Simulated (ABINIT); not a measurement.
Runs of ABINIT 10.8.3 (patched build) on Pb. It takes space group Fd-3m (No. 227, cubic). The conventional cell has a = 6.878 Å, b = 6.878 Å, c = 6.878 Å, α = 90.00°, β = 90.00°, γ = 90.00°. Pb (site symmetry -43m) is surrounded by 4 Pb at 2.98 Å. This isn't the form of Pb at room conditions, which is fcc.

| task | level | potentials or basis | cell | k mesh | cutoff (eV) | fine-grid cutoff | most SCF steps | thinning of the exchange mesh (fockdownsampling) | gap on the mesh (eV) | pressure (GPa) | V0 of scaled cells (Å³/atom) | B0 (GPa) |
| --- | --- | --- | --- | --- | --- | --- | --- | --- | --- | --- | --- | --- |
| single point | PBE | JTH PAW PBE v2.0 | as given | 7 × 7 × 7 | 599 | 1197.3 eV | - | - | none | 2.4 | - | - |
| equation of state | PBEsol | JTH PAW PBE v2.0 | as given | 7 × 7 × 7 | 599 | 1197.3 eV | - | - | - | - | (b) | (a) |
| single point | PBE0 | SPMS NC PBE v1.0 | as given | 6 × 6 × 6 | 381 | - | 60 | 2 × 2 × 2 | none | - | - | - |
| equation of state | LDA | JTH PAW LDA v2.0 | as given | 7 × 7 × 7 | 599 | 1197.3 eV | - | - | - | - | 39.82 | 34 |
| single point | PBE | JTH PAW PBE v2.0 | atoms moved at random, drawn with an rms of 0.05 Å | 7 × 7 × 7 | 599 | 1197.3 eV | - | - | none | 2.6 | - | - |

Alike in all rows: no spin polarisation; smearing fermi-dirac 0.05 eV.

Task: Estimate the missing entries.

Result: (a) 30; (b) 41.34.

Caveats: pressures at fixed basis lie under the slope of the energies (some runs); the PAW data sets were made with another functional, which shifts forces and pressure a little (some runs); exact exchange is summed on a coarse mesh, which widens gaps by tenths of an eV (some runs); the potentials were made for another functional, which shifts forces and pressure (some runs).

A k mesh can miss the band edges, and the runs leave out spin-orbit coupling on Pb.

A gap of «none» marks a metal or a gap under the smearing width.
